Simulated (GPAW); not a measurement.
The system is BaZrO3.

```
Ba Zr O
1.0
     4.19134    0.00000    0.00000
     0.00000    4.19134    0.00000
     0.00000    0.00000    4.19134
Ba Zr O
1 1 3
Direct
  0.00000 0.00000 0.00000
  0.50000 0.50000 0.50000
  0.50000 0.50000 0.00000
  0.50000 0.00000 0.50000
  0.00000 0.50000 0.50000
```

Base run:

| Property | Result |
| --- | --- |
| Program | GPAW 26.7.0 |
| Functional | PBE |
| Potentials or basis | GPAW PAW data sets (gpaw-data 1.2.1) |
| Cutoff | 600 eV |
| Basis | pw |
| k mesh | 5 × 5 × 5 |
| Occupations | fermi-dirac, width 0.05 eV |
| Spin | no spin polarisation |

Its results: band gap on the k mesh 3.30 eV, indirect (least direct gap 3.42 eV); pressure 0.0 GPa.

Task: The run is repeated on the same cell with these changes: cutoff from 600 eV to 800 eV; k mesh from 5 × 5 × 5 to 6 × 6 × 6. What comes out?

Result: Band gap on the k mesh 3.20 eV, indirect (least direct gap 3.42 eV); pressure 3.7 GPa.

Caveats: spin-orbit coupling is left out, which moves the levels of the heavy elements; the cutoff is short for stress and forces, so pressures can be off by a GPa or more (some runs); an odd mesh through Γ misses points on the zone boundary, where band edges often lie (some runs).
